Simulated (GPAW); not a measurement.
# GaN (F-43m) in GPAW: settings compared

The runs below take GaN through single point, equation of state, band structure, with TB-mBJ, PBE, mBEEF, r4SCAN, BLYP.

All numbers are computed with GPAW 26.7.0; they aren't measurements. Logs are shortened: lines on timing, memory, paths and dates and some standing lists are left out, and cuts for length are marked. The log counts tension as positive stress, the text compression.

**Experimental background.**

From a printed reference work, textbook, for a bulk crystal of GaN at 0 K: band gap 3.299 eV (direct).

The results are compared with them further down.

## 1. The structure

Symmetry: F-43m, No. 216, cubic system. The conventional cell has a = 4.507 Å, b = 4.507 Å, c = 4.507 Å, α = 90.00°, β = 90.00°, γ = 90.00°. Ga (site symmetry -43m) has 4 N at 1.95 Å as nearest neighbours. N (site symmetry -43m) is surrounded by 4 Ga at 1.95 Å.

The cell is a database's computed one.

## 2. Single point, TB-mBJ

The input, run.py:

```python
from ase.dft.bandgap import bandgap
from ase.io import read, write
from gpaw import GPAW, PW

atoms = read('POSCAR')

calc = GPAW(mode=PW(800),
            xc='TB09',
            kpts={'size': (10, 10, 10), 'gamma': True},
            occupations={'name': 'fermi-dirac', 'width': 0.05},
            nbands=11,
            convergence={'density': 1e-05, 'energy': 1e-05},
            eigensolver='cg',
            maxiter=150,
            txt='gpaw.txt')
atoms.calc = calc
energy = atoms.get_potential_energy()
calc.write('gs.gpw')
write('result.traj', atoms)
print('Fermi level:', round(calc.get_fermi_level(), 4), 'eV')
print(f'Gap: {bandgap(calc)[0]:.4f} eV, direct: {bandgap(calc, direct=True)[0]:.4f} eV')
```

The input, POSCAR:

```
GaN
1.0
    0.0000000000      2.2535006075      2.2535006075
    2.2535006075      0.0000000000      2.2535006075
    2.2535006075      2.2535006075      0.0000000000
Ga N
1 1
Direct
    0.0000000000      0.0000000000      0.0000000000
    0.2500000000      0.2500000000      0.2500000000
```

Potentials or basis: GPAW PAW data sets for LDA (gpaw-data 1.2.1), pw.

On the command line:

```
$ OMP_NUM_THREADS=1 python run.py
```

gpaw.txt:

```text
___ ___ ___ _ _ _
 |   |   |_  | | | |
 | | | | | . | | | |
 |__ |  _|___|_____|  26.7.0
 |___|_|

Input parameters:
  convergence: {density: 1e-05,
                energy: 1e-05}
  eigensolver: cg
  kpts: {gamma: True,
         size: (10, 10, 10)}
  maxiter: 150
  mode: {ecut: 800.0,
         name: pw}
  nbands: 11
  occupations: {name: fermi-dirac,
                width: 0.05}
  xc: TB09

System changes: positions, numbers, cell, pbc, initial_charges, initial_magmoms

Initialize ...

species:
  Ga:
    name:    Gallium
    Z:       31.0
    valence: 3
    core:    28
    charge:  0.0  # [|e|]
    compensation charges:
      type: gauss
      rc: 0.37  # [Å]
      lmax: 2
    cutoffs:
      filter: 2.06  # [Å]
      core: 4.17  # [Å]
    projectors
    | kind |    occ | energy [eV] | rcut [Å] |
    |------|--------|-------------|----------|
    |   4s |  2.000 |      -9.167 |    1.164 |
    |   4p |  1.000 |      -2.734 |    1.164 |
    |    s |        |      18.045 |    1.164 |
    |    p |        |      24.478 |    1.164 |
    |    d |        |       0.000 |    1.164 |

    Using partial waves for Ga as LCAO basis

  N:
    name:    Nitrogen
    Z:       7.0
    valence: 5
    core:    2
    charge:  0.0  # [|e|]
    compensation charges:
      type: gauss
      rc: 0.18  # [Å]
      lmax: 2
    cutoffs:
      filter: 1.11  # [Å]
      core: 0.96  # [Å]
    projectors
    | kind |    occ | energy [eV] | rcut [Å] |
    |------|--------|-------------|----------|
    |   2s |  2.000 |     -18.420 |    0.603 |
    |   2p |  3.000 |      -7.237 |    0.529 |
    |    s |        |       8.791 |    0.603 |
    |    p |        |      19.974 |    0.529 |
    |    d |        |       0.000 |    0.577 |

    Using partial waves for N as LCAO basis

Reference energy: -54278.930546  # eV

Spin-paired calculation

Convergence criteria:
 Maximum [total energy] change in last 3 cyles: 1e-05 eV / valence electron
 Maximum integral of absolute [dens]ity change: 1e-05 electrons / valence electron
 Maximum integral of absolute [eigenst]ate change: 4e-08 eV^2 / valence electron
 Maximum number of scf [iter]ations: 150
 (Square brackets indicate name in SCF output, whereas a 'c' in
 the SCF output indicates the quantity has converged.)

Symmetries present (total): 24

  ( 1  0  0)  ( 1  0  0)  ( 1  0 -1)  ( 1  0 -1)  ( 1 -1  0)  ( 1 -1  0)
  ( 0  1  0)  ( 0  0  1)  ( 0  1 -1)  ( 0  0 -1)  ( 0 -1  1)  ( 0 -1  0)
  ( 0  0  1)  ( 0  1  0)  ( 0  0 -1)  ( 0  1 -1)  ( 0 -1  0)  ( 0 -1  1)

  ( 0  1  0)  ( 0  1  0)  ( 0  1 -1)  ( 0  1 -1)  ( 0  0  1)  ( 0  0  1)
  ( 1  0  0)  ( 0  0  1)  ( 1  0 -1)  ( 0  0 -1)  ( 1  0  0)  ( 0  1  0)
  ( 0  0  1)  ( 1  0  0)  ( 0  0 -1)  ( 1  0 -1)  ( 0  1  0)  ( 1  0  0)

  ( 0  0 -1)  ( 0  0 -1)  ( 0 -1  1)  ( 0 -1  1)  ( 0 -1  0)  ( 0 -1  0)
  ( 1  0 -1)  ( 0  1 -1)  ( 1 -1  0)  ( 0 -1  0)  ( 1 -1  0)  ( 0 -1  1)
  ( 0  1 -1)  ( 1  0 -1)  ( 0 -1  0)  ( 1 -1  0)  ( 0 -1  1)  ( 1 -1  0)

  (-1  1  0)  (-1  1  0)  (-1  0  1)  (-1  0  1)  (-1  0  0)  (-1  0  0)
  (-1  0  1)  (-1  0  0)  (-1  1  0)  (-1  0  0)  (-1  1  0)  (-1  0  1)
  (-1  0  0)  (-1  0  1)  (-1  0  0)  (-1  1  0)  (-1  0  1)  (-1  1  0)

1000 k-points: 10 x 10 x 10 Monkhorst-Pack grid + [1/20,1/20,1/20]
47 k-points in the irreducible part of the Brillouin zone
       k-points in crystal coordinates                weights
   0:     0.00000000    0.00000000    0.00000000          1/1000
   1:     0.10000000    0.10000000    0.00000000          6/1000
   2:     0.10000000    0.10000000    0.10000000          8/1000
   3:     0.20000000    0.10000000    0.10000000         12/1000
   4:     0.20000000    0.20000000    0.00000000          6/1000
   5:     0.20000000    0.20000000    0.10000000         24/1000
   6:     0.20000000    0.20000000    0.20000000          8/1000
   7:     0.30000000    0.20000000    0.10000000         24/1000
   8:     0.30000000    0.20000000    0.20000000         24/1000
   9:     0.30000000    0.30000000    0.00000000          6/1000
          ...
  46:     0.50000000    0.50000000    0.50000000          4/1000

Wave functions: Plane wave expansion
  Cutoff energy: 800.000 eV
  Number of coefficients (min, max): 1156, 1243
  Pulay-stress correction: 0.000000 eV/Ang^3 (de/decut=0.000000)
  Using FFTW library
  ScaLapack parameters: grid=1x1, blocksize=None
  Wavefunction extrapolation:
    Improved wavefunction reuse through dual PAW basis

Occupation numbers: Fermi-Dirac:
  width: 0.0500  # eV

Eigensolver
   CG(niter=4, rtol=3.0e-01)

Densities:
  Coarse grid: 21*21*21 grid
  Fine grid: 42*42*42 grid
  Total Charge: 0.000000

Density mixing:
  Method: separate
  Backend: msr1
  Linear mixing parameter: 0.05
  old densities: 10
  Width of damping distribution: 1.1
  Damping of long wavelength oscillations: 20

Hamiltonian:
  XC and Coulomb potentials evaluated on a 42*42*42 grid
  Using the TB09 Exchange-Correlation functional
  External potential:
    NoExternalPotential

XC parameters: TB09 with 2 nearest neighbor stencil

Number of atoms: 2
Number of atomic orbitals: 8
Number of bands in calculation: 11
Number of valence electrons: 8
Bands to converge: occupied

... initialized

Initializing position-dependent things.

Density initialized from atomic densities
Creating initial wave functions:
  8 bands from LCAO basis set
  3 bands from random numbers

           N
       Ga

Atomic positions and initial magnetic moments

Positions:
   0 Ga     0.000000    0.000000    0.000000    ( 0.0000,  0.0000,  0.0000)
   1 N      1.126750    1.126750    1.126750    ( 0.0000,  0.0000,  0.0000)

Unit cell:
           periodic     x           y           z      points  spacing
  1. axis:    yes    0.000000    2.253501    2.253501    21     0.1239
  2. axis:    yes    2.253501    0.000000    2.253501    21     0.1239
  3. axis:    yes    2.253501    2.253501    0.000000    21     0.1239

  Lengths:   3.186931   3.186931   3.186931
  Angles:   60.000000  60.000000  60.000000

Effective grid spacing dv^(1/3) = 0.1352

iter:   1  2131.321230
iter:   2  2141.151106   +1.50  -0.37
iter:   3  2137.397780   +0.99  -0.95
iter:   4  2141.728204   +0.30  -0.87
iter:   5  2142.795629   -0.09  -0.92
iter:   6  2145.712167   -0.23  -0.90
iter:   7  2149.616067   -0.04  -1.24
iter:   8  2150.040572   -0.69  -1.28
iter:   9  2150.219332   -1.48  -1.32
iter:  10  2148.999263   -1.38  -1.33
[... 56 further cycles ...]
iter:  67  2147.778524   -6.80  -4.45
iter:  68  2147.777600   -7.25  -4.64
iter:  69  2147.777866   -7.60c -5.61c
iter:  70  2147.777695   -8.27c -5.53c
iter:  71  2147.777625   -8.30c -5.45c
iter:  72  2147.777533   -8.61c -5.37c
iter:  73  2147.777588   -8.66c -5.51c
iter:  74  2147.777506   -8.53c -5.43c
iter:  75  2147.777502   -8.61c -5.66c
iter:  76  2147.777486c  -8.73c -5.58c

Converged after 76 iterations.

Dipole moment: (-0.940062, -0.940062, -0.940062) |e|*Ang

Energy contributions relative to reference atoms: (reference = -54278.930546)

Kinetic:        +14.909611
Potential:       -9.800153
External:        +0.000000
XC:            +2142.630540
Entropy (-ST):   -0.000000
Local:           +0.037487
SIC:             +0.000000
--------------------------
Free energy:   +2147.777486
Extrapolated:  +2147.777486

Showing only first 2 kpts
 Kpt  Band  Eigenvalues  Occupancy
  0     2      6.80044    2.00000
  0     3      6.80061    2.00000
  0     4     10.02593    0.00000
  0     5     18.63560    0.00000

  1     2      6.52092    2.00000
  1     3      6.52103    2.00000
  1     4     10.98766    0.00000
  1     5     17.83142    0.00000

Fermi level: 8.19477

Gap: 3.225 eV
Transition (v -> c):
  (s=0, k=0, n=3, [0.00, 0.00, 0.00]) -> (s=0, k=0, n=4, [0.00, 0.00, 0.00])
No difference between direct/indirect transitions
Writing to gs.gpw (mode='')
```

Wall time 96 s (1 thread of Arm Neoverse V1, shared host); peak memory 0.21 GiB.

Results:

```yaml
Band_gap_on_the_k_mesh: 3.23 eV, direct
```

Caveat: a model potential gives levels but no total energy; the PAW data sets were made with another functional, which shifts forces and pressure a little.

## 3. Equation of state, PBE

The input, run.py:

```python
from ase.eos import EquationOfState
from ase.io import Trajectory, read
from ase.units import GPa
from gpaw import GPAW

atoms = read('POSCAR')

traj = Trajectory('eos.traj', 'w')
volumes, energies = [], []
for x in [0.94, 0.96, 0.98, 1.0, 1.02, 1.04, 1.06]:
    a = atoms.copy()
    a.set_cell(atoms.cell * x**(1 / 3), scale_atoms=True)
    calc = GPAW(mode='lcao',
                h=0.18,
                basis='dz(dzp)',
                xc='PBE',
                kpts={'size': (10, 10, 10), 'gamma': True},
                occupations={'name': 'fermi-dirac', 'width': 0.05},
                convergence={'density': 1e-05, 'energy': 1e-05},
                maxiter=150,
                txt=f'eos-{x:.2f}.txt')
    a.calc = calc
    energies.append(a.get_potential_energy(force_consistent=True))
    volumes.append(a.get_volume())
    calc.write(f'eos-{x:.2f}.gpw')
    traj.write(a)
    print(f'{x:.2f} {volumes[-1]:10.4f} A^3 {energies[-1]:14.6f} eV', flush=True)

v0, e0, B = EquationOfState(volumes, energies, eos='birchmurnaghan').fit()
print(f'V0 = {v0:.4f} A^3, E0 = {e0:.6f} eV, B0 = {B / GPa:.2f} GPa')
```

POSCAR is that of step 2.

Potentials or basis: GPAW PAW data sets (gpaw-data 1.2.1), lcao:dz(dzp).

On the command line:

```
$ OMP_NUM_THREADS=1 python run.py
```

Standard output:

```text
__  _  _
 | _ |_)|_||  |
 |__||  | ||/\| - 26.7.0

Input parameters:
  mode=LCAO(),
  basis={'default': 'dz(dzp)'},
  convergence={'density': 1e-05, 'energy': 1e-05},
  h=0.18,
  kpts=MonkhorstPack(size=(10, 10, 10), gamma=True),
  maxiter=150,
  occupations=Occupations(name='fermi-dirac', width=0.05),
  xc=XC(name='PBE')

           N
       Ga

Atoms  # Å, Bohr magnetons
|   | symbol |        x |        y |        z |    initial magnetic moments |
|---|--------|----------|----------|----------|-----------------------------|
| 0 |     Ga | 0.000000 | 0.000000 | 0.000000 | ( 0.0000,  0.0000,  0.0000) |
| 1 |      N | 1.103749 | 1.103749 | 1.103749 | ( 0.0000,  0.0000,  0.0000) |

Unit cell  # Å
| periodic |        x |        y |        z |  lengths |    angles |
|----------|----------|----------|----------|----------|-----------|
|      yes | 0.000000 | 2.207498 | 2.207498 | 3.121873 | 60.000000 |
|      yes | 2.207498 | 0.000000 | 2.207498 | 3.121873 | 60.000000 |
|      yes | 2.207498 | 2.207498 | 0.000000 | 3.121873 | 60.000000 |

Number of symmetries: 24
Symmetry operations  # r_c * U_cc + t_c -> r_c
|    | kind |            matrix            |
|----|------|------------------------------|
|  0 |  E   |  1, 0, 0,  0, 1, 0,  0, 0, 1 |
|  1 |  σ   |  1, 0, 0,  0, 0, 1,  0, 1, 0 |
|  2 |  σ   |  1, 0,-1,  0, 1,-1,  0, 0,-1 |
|  3 |  C3  |  1, 0,-1,  0, 0,-1,  0, 1,-1 |
|  4 |  C3  |  1,-1, 0,  0,-1, 1,  0,-1, 0 |
|  5 |  σ   |  1,-1, 0,  0,-1, 0,  0,-1, 1 |
|  6 |  σ   |  0, 1, 0,  1, 0, 0,  0, 0, 1 |
|  7 |  C3  |  0, 1, 0,  0, 0, 1,  1, 0, 0 |
[... 323 lines left out ...]
  Good broyden scale: 1.0
  Trust region scale: 1.0
  Backstep threshold: 4.0
  History deletion threshold: 6.0
  Fourier metric: weight=20.0, sigma=0.015

occupation numbers:
  Fermi-Dirac:
    width: 0.0500  # eV

FastPoissonSolver using
    Stencil: 12*3+1=37 point O(h^6) finite-difference Laplacian
    FFT axes: [np.int64(0), np.int64(1), np.int64(2)]
    FST axes: []

xc functional:
  name: PBE with 2 nearest neighbor stencil
interpolation: tri-quintic # 5. degree polynomial

convergence criteria:
- Maximum integral of absolute [dens]ity change: 1e-05 electrons / valence electron
- Maximum [total energy] change in last 3 cyles: 1e-05 eV / valence electron
- Maximum integral of absolute [eigenst]ate change: 4e-08 eV^2 / valence electron
maximum number of iterations: 150

SCF iterations
|iter     | |      energy | eigst |  dens |
|---------|-|-------------|-------|-------|
|iter:   1| |  -12.340673 |      c|       |
|iter:   2| |  -11.984492 |      c| -0.63 |
|iter:   3| |  -10.970890 |      c| -0.69 |
|iter:   4| |  -10.965012 |      c| -1.43 |
|iter:   5| |  -10.963357 |      c| -1.71 |
|iter:   6| |  -10.963360 |      c| -3.47 |
|iter:   7| |  -10.963363c|      c| -3.83 |
|iter:   8| |  -10.963363c|      c| -5.08c|

Converged in 8 steps
Energy contributions relative to reference atoms: (reference = -54366.393033)

Energy contributions:
  Kinetic:          68.251845
  Coulomb:         -60.060413
  Zero:              0.502513
  External:          0.000000
  Xc:              -19.657309
  Entropy:          -0.000000
  Spinorbit:         0.000000
  ----------------------------
  Free energy:     -10.963363
  Extrapolated:    -10.963363

dipole moment: (-12.355772, -12.355772, -12.355772)  # |e|*Ang

Fermi level: 8.631
Eigenvalues  # (at kpt = [0.000, 0.000, 0.000])
| band index |      eig [eV] | occ [0-2] |
|------------|---------------|-----------|
|          0 |        -9.247 |     2.000 |
|          1 |         7.348 |     2.000 |
|          2 |         7.348 |     2.000 |
|          3 |         7.360 |     2.000 |
|          4 |         9.533 |     0.000 |
|          5 |        18.370 |     0.000 |
|          6 |        18.370 |     0.000 |
|          7 |        18.370 |     0.000 |

Gap: 2.173 eV
Transition (v -> c):
  (s=0, k=0, n=3, [0.00, 0.00, 0.00]) -> (s=0, k=0, n=4, [0.00, 0.00, 0.00])
No difference between direct/indirect transitions
# Writing to eos-0.94.gpw (mode='')
```

stdout:

```text
0.94    21.5145 A^3     -10.963363 eV
0.96    21.9722 A^3     -11.061912 eV
0.98    22.4300 A^3     -11.141160 eV
1.00    22.8877 A^3     -11.203101 eV
1.02    23.3455 A^3     -11.248639 eV
1.04    23.8033 A^3     -11.279513 eV
1.06    24.2610 A^3     -11.297664 eV
<dir> UserWarning: The minimum volume of your fit is not in your volumes.  You may not have a minimum in your dataset!
  warnings.warn(
V0 = 24.7244 A^3, E0 = -11.303385 eV, B0 = 207.47 GPa
```

Run time: 3.3 min. Hardware: 1 thread of Arm Neoverse V1, shared host; peak memory 0.21 GiB.

The run converged, but some of its settings lie outside the range that counts as converged, so its numbers aren't taken as properties of the crystal.

What came out:

```
Equilibrium volume : 12.36 Å³/atom (rough: see the caveat)
Bulk modulus       : 207 GPa (rough)
```

Caveat: the data sets keep Ga 3d, Li 1s and Be 1s frozen, and some such compounds lay over 1.5 % in volume off other programs; the minimum lies outside the volumes run; the basis of atomic orbitals isn't converged, which shifts pressures, moduli and gaps.

## 4. Equation of state, mBEEF

The input, run.py:

```python
from ase.eos import EquationOfState
from ase.io import Trajectory
from ase.spacegroup import crystal
from ase.units import GPa
from gpaw import GPAW, PW

# Ga 4a
# N 4d
atoms = crystal(['Ga', 'N'],
                basis=[[0.0, 0.0, 0.0],
                       [0.25, 0.25, 0.75]],
                spacegroup=216, setting=1,  # F-43m
                cellpar=[4.50700122, 4.50700122, 4.50700122, 90.0, 90.0, 90.0],
                primitive_cell=True)

traj = Trajectory('eos.traj', 'w')
volumes, energies = [], []
for x in [0.94, 0.96, 0.98, 1.0, 1.02, 1.04, 1.06]:
    a = atoms.copy()
    a.set_cell(atoms.cell * x**(1 / 3), scale_atoms=True)
    calc = GPAW(mode=PW(800),
                xc='mBEEF',
                kpts={'size': (10, 10, 10), 'gamma': True},
                occupations={'name': 'fermi-dirac', 'width': 0.05},
                nbands=11,
                convergence={'density': 1e-05, 'energy': 1e-05},
                maxiter=150,
                txt=f'eos-{x:.2f}.txt')
    a.calc = calc
    energies.append(a.get_potential_energy(force_consistent=True))
    volumes.append(a.get_volume())
    p = -a.get_stress()[:3].mean() / GPa
    calc.write(f'eos-{x:.2f}.gpw')
    traj.write(a)
    print(f'{x:.2f} {volumes[-1]:10.4f} A^3 {energies[-1]:14.6f} eV {p:9.3f} GPa', flush=True)

v0, e0, B = EquationOfState(volumes, energies, eos='birchmurnaghan').fit()
print(f'V0 = {v0:.4f} A^3, E0 = {e0:.6f} eV, B0 = {B / GPa:.2f} GPa')
```

Potentials or basis: GPAW PAW data sets (gpaw-data 1.2.1), pw.

On the command line:

```
$ OMP_NUM_THREADS=1 python run.py
```

Run time: 7.3 min. Hardware: 1 thread of Arm Neoverse V1, shared host; peak memory 0.55 GiB.

Results (log left out):

```yaml
Equilibrium_volume: "11.77 Å³/atom (rough: see the caveat)"
Bulk_modulus: 202 GPa (rough)
```

Energy against volume, from the lowest point:
```tsv
volume (Å³/atom)	energy (meV/atom)
10.757	64.47
10.986	36.75
11.215	17.37
11.444	5.39
11.673	0.00
11.902	0.25
12.131	6.11
```

Caveat: the data sets keep Ga 3d, Li 1s and Be 1s frozen, and some such compounds lay over 1.5 % in volume off other programs; the points scatter about the fit; the PAW data sets were made with another functional, which shifts forces and pressure a little.

(Continued in part 2 of 2.)
